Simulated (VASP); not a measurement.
Write the native input for VASP 6.6.1 that does the following.

| Item | Value |
| --- | --- |
| Task | single point |
| Functional | optB88-vdW |
| Potentials or basis | VASP PAW PBE potentials, release 64 (In_d, P) |
| Cutoff | 520 eV |
| k mesh | 6 × 6 × 6 |
| Occupations | gaussian, width 0.05 eV |
| Spin | spin-orbit coupling, no magnetisation |
| Further INCAR settings | ALGO = Fast; EDIFF = 1e-07 |

The structure of InP lies in POSCAR:

```
InP
1.0
    0.0000000000      2.9305000000      2.9305000000
    2.9305000000      0.0000000000      2.9305000000
    2.9305000000      2.9305000000      0.0000000000
In P
1 1
Cartesian
    0.0000000000      0.0000000000      0.0000000000
    4.3957500000      4.3957500000      4.3957500000
```

One way to write it, as run:

INCAR

```
AGGAC    = 0.0          
ALGO     = Fast           # electronic algorithm
EDIFF    = 1E-7           # SCF threshold, eV
ENCUT    = 520            # plane-wave cutoff, eV
GGA      = BO             # functional
GGA_COMPAT= F            
ISIF     = 2              # what is computed and relaxed
ISMEAR   = 0              # smearing method
LASPH    = T              # aspherical terms in the spheres
LCHARG   = T              # write CHGCAR
LNONCOLLINEAR= T              # non-collinear magnetism
LORBIT   = 11             # projections on sites
LREAL    = F              # projectors in reciprocal space
LSORBIT  = T              # spin-orbit coupling
LUSE_VDW = T            
LVHAR    = T            
LWAVE    = F              # write WAVECAR
MAGMOM   = 0 0 0 0 0 0    # initial moments
NELM     = 80             # most SCF steps
PARAM1   = 0.1833333333 
PARAM2   = 0.22         
PREC     = Accurate       # precision mode
SIGMA    = 0.05           # smearing width, eV
```

KPOINTS

```
k-points
0
Gamma
  6 6 6
```

Potentials or basis: VASP PAW PBE potentials, release 64 (In_d, P).

Run with:

```bash
$ cat potpaw_PBE.64/In_d/POTCAR potpaw_PBE.64/P/POTCAR > POTCAR
$ mpirun -np 1 vasp_ncl > vasp.out
```

Results of the run:

```yaml
Pressure: 3.0 GPa
Valence_electrons_inside_the_program's_atomic_spheres: In 11.50; P 2.53
```

Caveat: the PAW data sets were made with another functional, which shifts forces and pressure a little.

It took 2.7 min on 1 thread of Intel(R) Xeon(R) Platinum 8375C CPU @ 2.90GHz (Ice Lake), with other jobs on the host, peak memory 0.59 GiB.
